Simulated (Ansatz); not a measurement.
# Rh (P6_3/mmc) in Ansatz: reference runs

Aim: a first look at Rh with PBEsol, on the cell as given and on a disturbed one.

Everything below comes from runs of Ansatz 0.2.0. Logs are shortened: lines on timing, memory, paths and dates and some standing lists are left out, and cuts for length are marked.

### 1 The crystal as given

Symmetry: P6_3/mmc, No. 194, hexagonal system. Conventional cell: a = 2.731 Å, b = 2.731 Å, c = 4.428 Å, α = 90.00°, β = 90.00°, γ = 120.00°. Around Rh (site symmetry -6m2) lie 12 Rh at 2.72 to 2.73 Å.

This isn't the form of Rh at room conditions, which is fcc.

### 2 Single point, PBEsol

Input file input.yaml:

```yaml
crystal:
  lattice:
    - [2.7309790422, 0.0, 0.0]
    - [-1.3654895211, 2.3650972278, 0.0]
    - [0.0, 0.0, 4.428489]
  atoms:
    - { symbol: Rh, position: [0.3333333333, 0.6666666667, 0.25] }
    - { symbol: Rh, position: [0.6666666667, 0.3333333333, 0.75] }
hamiltonian:
  xc: pbesol
  pseudopotentials: { kind: paw }
kpoints:
  mp_grid: { grid: [11, 11, 6] }
scf:
  occupations: { method: fermi_dirac, width: 0.05 }
output:
  forces: true
  stress: true
  eigenvalues: true
```

Potentials or basis: Ansatz PAW.

Command:

```bash
$ ansatz run input.yaml --threads 2 --pin off --max-ram 5632MiB --backend cpu --events-out ev --progress --plain --runs-dir out
```

Standard output:

```text
Warning: RAYON_NUM_THREADS=2 ignored (pool sized by the plan → 2); use --threads N
Engine: ansatz 0.2.0, aarch64-unknown-linux-gnu
Pseudopotentials: kind: paw
Pseudopotential: Rh, paw, valence charge 17, recommended cutoff 420 eV (normal), Rh.paw.azcp
Functional definition: PBEsol
  exchange = pbesol_x
  correlation = pbesol_c
Crystal: 2 atoms, lattice volume = 28.604 Å³
Basis set: ecut = 420 eV, 573 PW (Γ), exchange–correlation on 40×40×60 points (8 copies of the dense FFT grid, shifted against one another)
Bands: 21, of which v1, the nominal top of the filled ones, is band 17 counted from 1 (16 counted from 0)
Symmetry: 24 space group operations
Space group: P63/mmc (ITA 194), of the structure as read, at distance tolerance 3.1e-5 Å
k-points: 64 of 726
Non-local potential: Rh, projectors of the file, l = 0: 3, l = 1: 2, l = 2: 2, l = 3: 1
PAW form: soft (Blöchl's): semilocal exchange-correlation on the pseudo side does not see the compensation charge
PAW frozen core: Rh, regenerated for the run's functional, and the local potential with it (the file was generated under x = pbe(κ = 0.804, μ = 0.2195149727645171), c = pbe(β = 0.06672455060314922))
PAW one-centre angular grid: Rh, 590 points (default); XC on 64 Gauss nodes
Initial density: superposition of atomic densities (neutral atoms: chi_scale 0, normalization atom), corrected by the library's trained network
Initial wavefunctions: pseudopotential atomic-orbital guess
Functional: x = pbesol(κ = 0.804, μ = 0.12345679012345678), c = pbesol(β = 0.046)
SCF iter   1: F=—  HF=-12677.357442 eV  |F-HF|=—  |Δ(HF+E_count)|=         —  Δρ=1.29e-2  dr2=3.16e-2  ethr=1.77e-3  ⟨swp⟩=4.9  Hψ=5345  notcnv=0
preconditioner: auto → none  [metal: Δε(μ)=0.015 eV  Ē_g=7.262 eV  σ=0.050 eV  W_gap=0.07  n_scr=8 (ndim 8)  ℏωp=29.5 eV  f_vac=0.000  D(μ)=3.69/eV (n_scr^D=54)  sad-step TF]
SCF iter   2: F=—  HF=-12677.352771 eV  |F-HF|=—  |Δ(HF+E_count)|=   4.67e-3  Δρ=6.74e-3  dr2=8.59e-3  ethr=9.31e-5  ⟨swp⟩=2.0  Hψ=2116  notcnv=0
SCF iter   3: F=—  HF=-12677.350092 eV  |F-HF|=—  |Δ(HF+E_count)|=   2.68e-3  Δρ=4.39e-4  dr2=1.94e-5  ethr=2.53e-5  ⟨swp⟩=2.0  Hψ=1964  notcnv=0
SCF iter   4: F=—  HF=-12677.350124 eV  |F-HF|=—  |Δ(HF+E_count)|=   3.20e-5  Δρ=8.10e-5  dr2=5.01e-7  ethr=5.70e-8  ⟨swp⟩=2.0  Hψ=1985  notcnv=0
iter 5 did not close the SCF: its close was put off for the readings that it lacked (scf_convergence_deferred on its scf_iter line)
SCF iter   5: F=-12677.350124 eV  HF=-12677.350124 eV  |F-HF|=3.49e-8  |Δ(HF+E_count)|=   7.69e-9  Δρ=2.67e-5  dr2=6.19e-8  ethr=1.47e-9  ⟨swp⟩=2.9  Hψ=2617  notcnv=0
SCF iter   6: F=-12677.350124 eV  HF=-12677.350124 eV  |F-HF|=3.64e-12  |Δ(HF+E_count)|=   1.82e-8  Δρ=2.47e-6  dr2=5.91e-10  ethr=1.82e-10  ⟨swp⟩=2.0  Hψ=4554  notcnv=0
the search or the solves at the SCF's close seem to have found levels that the self-consistency loop had missed (the run counts 1). By its estimate they hold under 1e-12 electrons; where the run keeps them, the occupations were computed again with them
SCF 1 converged in 6 iterations: F = -12677.350124 eV  dr2 = 5.91e-10
SCF converged after 6 iterations
Free energy (F): -12677.350124 eV
Harris-Foulkes:  -12677.350124 eV  (|F-HF|=3.64e-12)
Internal energy: -12677.320022 eV  (E = F + TS)
E sigma→0 (E₀):  -12677.335073 eV
Entropy (-TS):   -0.030102 eV (-15.051 meV/atom)
Fermi energy:    21.212745 eV
--- Per-component energies (eV) ---
  E_band       = -207.452005
  E_kinetic    = 1143.652941
  E_local      = -3224.152708  (includes V_loc(G=0)·N_el)
  E_nonlocal   = 712.869146
  E_hartree    = 1128.823565
  E_xc         = -439.993584
  E_vxc        = -554.285016  (∫ρ·V_xc dr)
  E_paw        = -7047.574350  (= ΣΔE_a)
  E_vpaw       = -543.186120  (= ΣTr[D̂ρ^β])
  E_aug_tail   = 0.001666  (compensation charges beyond the density's cutoff)
  E_ewald      = -4951.499097
  E_core_change = 0.552399  (= ΣΔE_core)
  E_smearing   = -0.030102  (= −TS)
  E_closure    = -0.000000  (closes the sum)
  Σ components = -12677.350124   (vs F -12677.350124, Δ=0.00e0)
--- Forces (eV/Å), atoms counted from 1 ---
  atom   1  Rh     0.00000000    -0.00000000     0.00000000
  atom   2  Rh    -0.00000000     0.00000000    -0.00000000
  max |Σ_I F_I| component: 4.63e-18 eV/Å
--- Stress (GPa, compression-positive) ---
      -13.198481       0.000000      -0.000000
        0.000000     -13.198481      -0.000000
       -0.000000      -0.000000     -14.588889
  P = ⅓ Tr σ = -13.6620 GPa (-136.620 kbar)
--- Band table (eV; the first three rows and the last of 64) ---
  k-point 0: bands = ["-57.5493", "-57.4508", "-25.7484", "-25.1750", "-25.1750", "-25.0930", "-25.0816", "-25.0816", "13.3643", "15.2909", "18.2629", "18.3509", "18.3509", "18.8410", "18.8410", "19.4328", "19.4328", "21.3556", "21.3556", "21.8822", "29.3719"]
  k-point 1: bands = ["-57.5427", "-57.4574", "-25.7057", "-25.1688", "-25.1688", "-25.1382", "-25.0878", "-25.0878", "13.6346", "15.3534", "18.1623", "18.2548", "18.2548", "18.7245", "18.7245", "19.7032", "19.7032", "20.9302", "21.3339", "21.3339", "30.6738"]
  k-point 2: bands = ["-57.5248", "-57.4755", "-25.5884", "-25.2608", "-25.1517", "-25.1517", "-25.1050", "-25.1050", "14.3608", "15.4392", "17.9740", "18.1733", "18.1733", "18.4720", "18.4720", "19.2459", "20.2572", "20.2572", "21.1838", "21.1838", "33.3943"]
  k-point 63: bands = ["-57.4315", "-57.4315", "-25.6154", "-25.6154", "-25.4439", "-25.4439", "-25.2104", "-25.2104", "16.4596", "16.4596", "17.2320", "17.2320", "18.2272", "18.2272", "19.5523", "19.5523", "21.4555", "21.4555", "27.7831", "27.7831", "30.5117"]
```

Run time: 1.8 s. Hardware: 2 threads of Arm Neoverse V2, shared host; peak memory 0.3 GiB.

What came out:

| Quantity | Value |
| --- | --- |
| Free energy | -12677.3501 eV |
| Pressure | -13.7 GPa |
| Band gap on the k mesh | none (metal or under the smearing width) |

Caveat: the PAW data sets come from PBE, with cores solved anew for the run's functional, which leaves a small shift of forces and pressure.

### 3 Single point, PBEsol (atoms moved at random, drawn with an rms of 0.05 Å)

Changes to input.yaml since step 2:

```diff
@@ -6,4 +6,4 @@
   atoms:
-    - { symbol: Rh, position: [0.3333333333, 0.6666666667, 0.25] }
-    - { symbol: Rh, position: [0.6666666667, 0.3333333333, 0.75] }
+    - { symbol: Rh, position: [0.326875, 0.646371, 0.242117] }
+    - { symbol: Rh, position: [0.665125, 0.350048, 0.760545] }
 hamiltonian:
@@ -19 +19,5 @@
   eigenvalues: true
+  write_density: true
+  write_potential: true
+  elf: true
+  volumetric_format: npy
```

Potentials or basis: Ansatz PAW.

Command:

```bash
$ ansatz run input.yaml --threads 2 --pin off --max-ram 5632MiB --backend cpu --events-out ev --progress --plain --runs-dir out
```

Standard output:

```text
Warning: RAYON_NUM_THREADS=2 ignored (pool sized by the plan → 2); use --threads N
Engine: ansatz 0.2.0, aarch64-unknown-linux-gnu
Pseudopotentials: kind: paw
Pseudopotential: Rh, paw, valence charge 17, recommended cutoff 420 eV (normal), Rh.paw.azcp
Functional definition: PBEsol
  exchange = pbesol_x
  correlation = pbesol_c
Crystal: 2 atoms, lattice volume = 28.604 Å³
Basis set: ecut = 420 eV, 573 PW (Γ), exchange–correlation on 40×40×60 points (8 copies of the dense FFT grid, shifted against one another)
Bands: 21, of which v1, the nominal top of the filled ones, is band 17 counted from 1 (16 counted from 0)
Symmetry: 2 space group operations
Space group: P-1 (ITA 2), of the structure as read, at distance tolerance 3.1e-5 Å
k-points: 364 of 726
Non-local potential: Rh, projectors of the file, l = 0: 3, l = 1: 2, l = 2: 2, l = 3: 1
PAW form: soft (Blöchl's): semilocal exchange-correlation on the pseudo side does not see the compensation charge
PAW frozen core: Rh, regenerated for the run's functional, and the local potential with it (the file was generated under x = pbe(κ = 0.804, μ = 0.2195149727645171), c = pbe(β = 0.06672455060314922))
PAW one-centre angular grid: Rh, 590 points (default); XC on 64 Gauss nodes
Initial density: superposition of atomic densities (neutral atoms: chi_scale 0, normalization atom), corrected by the library's trained network
Initial wavefunctions: pseudopotential atomic-orbital guess
Functional: x = pbesol(κ = 0.804, μ = 0.12345679012345678), c = pbesol(β = 0.046)
SCF iter   1: F=—  HF=-12677.311421 eV  |F-HF|=—  |Δ(HF+E_count)|=         —  Δρ=1.28e-2  dr2=3.16e-2  ethr=1.77e-3  ⟨swp⟩=4.9  Hψ=30149  notcnv=0
preconditioner: auto → none  [metal: Δε(μ)=0.003 eV  Ē_g=7.238 eV  σ=0.050 eV  W_gap=0.02  n_scr=8 (ndim 8)  ℏωp=29.5 eV  f_vac=0.000  D(μ)=3.78/eV (n_scr^D=54)  sad-step TF]
SCF iter   2: F=—  HF=-12677.306805 eV  |F-HF|=—  |Δ(HF+E_count)|=   4.62e-3  Δρ=6.65e-3  dr2=8.65e-3  ethr=9.29e-5  ⟨swp⟩=1.9  Hψ=11807  notcnv=0
SCF iter   3: F=—  HF=-12677.304166 eV  |F-HF|=—  |Δ(HF+E_count)|=   2.64e-3  Δρ=4.90e-4  dr2=4.79e-5  ethr=2.54e-5  ⟨swp⟩=2.0  Hψ=11425  notcnv=0
SCF iter   4: F=—  HF=-12677.304208 eV  |F-HF|=—  |Δ(HF+E_count)|=   4.22e-5  Δρ=4.10e-4  dr2=1.31e-4  ethr=1.41e-7  ⟨swp⟩=2.0  Hψ=13370  notcnv=0
SCF iter   5: F=—  HF=-12677.304175 eV  |F-HF|=—  |Δ(HF+E_count)|=   3.39e-5  Δρ=6.69e-5  dr2=7.66e-7  ethr=1.41e-7  ⟨swp⟩=2.0  Hψ=10908  notcnv=0
SCF iter   6: F=-12677.304174 eV  HF=-12677.304174 eV  |F-HF|=1.17e-8  |Δ(HF+E_count)|=   1.70e-7  Δρ=1.76e-5  dr2=2.53e-8  ethr=2.94e-10  ⟨swp⟩=9.0  Hψ=55040  notcnv=0
SCF 1 converged in 6 iterations: F = -12677.304174 eV  dr2 = 2.53e-8
SCF converged after 6 iterations
Free energy (F): -12677.304174 eV
Harris-Foulkes:  -12677.304174 eV  (|F-HF|=1.17e-8)
Internal energy: -12677.272853 eV  (E = F + TS)
E sigma→0 (E₀):  -12677.288514 eV
Entropy (-TS):   -0.031322 eV (-15.661 meV/atom)
Fermi energy:    21.222480 eV
--- Per-component energies (eV) ---
  E_band       = -207.617443
  E_kinetic    = 1143.915179
  E_local      = -3235.980012  (includes V_loc(G=0)·N_el)
  E_nonlocal   = 712.971865
  E_hartree    = 1134.553161
  E_xc         = -440.060685
  E_vxc        = -554.374664  (∫ρ·V_xc dr)
  E_paw        = -7047.624855  (= ΣΔE_a)
  E_vpaw       = -543.256325  (= ΣTr[D̂ρ^β])
  E_aug_tail   = 0.001669  (compensation charges beyond the density's cutoff)
  E_ewald      = -4945.601573
  E_core_change = 0.552399  (= ΣΔE_core)
  E_smearing   = -0.031322  (= −TS)
  E_closure    = 0.000000  (closes the sum)
  Σ components = -12677.304174   (vs F -12677.304174, Δ=0.00e0)
--- Forces (eV/Å), atoms counted from 1 ---
  atom   1  Rh    -0.15607505     0.32657171     0.71500540
  atom   2  Rh     0.15607505    -0.32657171    -0.71500540
  max |Σ_I F_I| component: 0.00e0 eV/Å
--- Stress (GPa, compression-positive) ---
      -11.710086      -0.395300      -0.456939
       -0.395302     -13.254394       0.858640
       -0.456937       0.858639     -12.451417
  P = ⅓ Tr σ = -12.4720 GPa (-124.720 kbar)
--- Band table (eV; the first three rows and the last of 364) ---
  k-point 0: bands = ["-57.5539", "-57.4494", "-25.7657", "-25.2030", "-25.1530", "-25.0895", "-25.0819", "-25.0796", "13.3676", "15.2701", "18.1974", "18.2893", "18.3854", "18.7599", "18.8379", "19.2877", "19.7026", "21.1383", "21.5861", "21.9144", "29.3093"]
  k-point 1: bands = ["-57.5476", "-57.4557", "-25.7242", "-25.1963", "-25.1508", "-25.1310", "-25.0890", "-25.0840", "13.6371", "15.3316", "18.1034", "18.2044", "18.2838", "18.6509", "18.7608", "19.5266", "19.9373", "20.9628", "21.1676", "21.5121", "30.6042"]
  k-point 2: bands = ["-57.5314", "-57.4721", "-25.6129", "-25.2525", "-25.1762", "-25.1362", "-25.1077", "-25.0953", "14.3593", "15.4179", "17.9250", "18.1553", "18.1733", "18.4042", "18.5191", "19.2831", "20.0881", "20.4246", "21.1420", "21.2510", "33.2615"]
  k-point 363: bands = ["-57.4608", "-57.4264", "-25.6613", "-25.5657", "-25.4272", "-25.3119", "-25.2317", "-25.1821", "15.5879", "15.8870", "16.8332", "17.3313", "18.3260", "19.0321", "19.6226", "20.9730", "21.3852", "21.5670", "22.9631", "27.2959", "30.4127"]
```

Run time: 6.4 s. Hardware: 2 threads of Arm Neoverse V2, shared host; peak memory 0.43 GiB.

Results:

```yaml
Free_energy: -12677.3042 eV
Pressure: -12.5 GPa
Largest_force: 0.801 eV/Å
Band_gap_on_the_k_mesh: none (metal or under the smearing width)
```

Forces on the atoms (eV/Å):
```
Rh  -0.156  0.327  0.715
Rh   0.156 -0.327 -0.715
```

Caveat: the PAW data sets come from PBE, with cores solved anew for the run's functional, which leaves a small shift of forces and pressure.
